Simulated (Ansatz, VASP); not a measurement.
**One calculation of Ca, two programs**

INCAR

```
SYSTEM = Ca
  PREC = Accurate
  ENCUT = 520
  EDIFF = 1E-6
  ISMEAR = -1
  SIGMA = 0.05
  LREAL = .FALSE.
  LASPH = .TRUE.
  NELM = 100
  ALGO = Fast
  ISIF = 2
  LWAVE = .FALSE.
  LCHARG = .FALSE.
  GGA = PE
  NBANDS = 11
```

File KPOINTS:

```
Automatic mesh
0
G
  8 8 8
  0 0 0
```

File POSCAR:

```
Ca
1.0
   -2.2249659900      2.2249659900      2.2249659900
    2.2249659900     -2.2249659900      2.2249659900
    2.2249659900      2.2249659900     -2.2249659900
Ca
1
Direct
    0.0000000000      0.0000000000      0.0000000000
```

File input.yaml:

```yaml
crystal:
  lattice:
    - [-2.22496599, 2.22496599, 2.22496599]
    - [2.22496599, -2.22496599, 2.22496599]
    - [2.22496599, 2.22496599, -2.22496599]
  atoms:
    - { symbol: Ca, position: [0.0, 0.0, 0.0] }
kpoints:
  mp_grid: { grid: [8, 8, 8] }
scf:
  occupations: { method: fermi_dirac, width: 0.05 }
hamiltonian:
  xc: pbe
  pseudopotentials: { kind: all_electron, lapw: { basis_error: 0.0005 } }
output:
  forces: true
  stress: true
  eigenvalues: true
```

Change from the starting cell: volume scaled by 0.98.

Alike in both runs: task single point; functional PBE; k mesh 8 × 8 × 8; occupations fermi-dirac, width 0.05 eV; no spin polarisation.

|  | VASP | Ansatz |
| --- | --- | --- |
| version | VASP 6.6.1 | Ansatz 0.2.0 |
| potentials or method | VASP PAW PBE potentials, release 64 (Ca_sv) | all-electron LAPW, scalar-relativistic |
| plane-wave cutoff (eV) | 520 | see its input |

```tsv
	VASP	Ansatz	Ansatz less VASP
gap on the k mesh at the Fermi level (eV)	none	none	-
pressure (GPa)	-0.7	-0.7	0.00
```

A gap of «none» marks a metal or a gap that the smearing closes. Ansatz ran all-electron here, so the differences hold the error of VASP's frozen core and of both bases.
